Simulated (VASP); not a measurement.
Here is a VASP 6.6.1 calculation.

INCAR

```
ALGO = Fast
EDIFF = 1E-6
EDIFFG = -0.02
ENCUT = 600
GGA = CA
IBRION = 2
ISIF = 3
ISMEAR = 0
KPAR = 2
LASPH = True
LCHARG = False
LREAL = False
LWAVE = False
NELM = 60
NSW = 60
PREC = Accurate
SIGMA = 0.02
```

KPOINTS

```
k-points
0
Gamma
  6 6 6
```

The input POSCAR:

```
SnO
1.0
    3.8136952200      0.0000000000      0.0000000000
    0.0000000000      3.8136952200      0.0000000000
    0.0000000000      0.0000000000      4.8869133000
Sn O
2 2
Direct
    0.5000000000      0.0000000000      0.7646261400
    0.0000000000      0.5000000000      0.2353738600
    0.0000000000      0.0000000000      0.0000000000
    0.5000000000      0.5000000000      0.0000000000
```

Potentials or basis: VASP PAW LDA potentials, release 64 (Sn_d, O).

Run with:

```console
$ cat potpaw_LDA.64/Sn_d/POTCAR potpaw_LDA.64/O/POTCAR > POTCAR
$ mpirun -np 2 vasp_std > vasp.out
```

(1) Predict the band gap on the k mesh.

(2) What does it give for the relaxed cell?

## Answers

(1) none (metal or under the smearing width).

(2) a = 3.764 Å, b = 3.764 Å, c = 4.621 Å, α = 90.00°, β = 90.00°, γ = 90.00°.
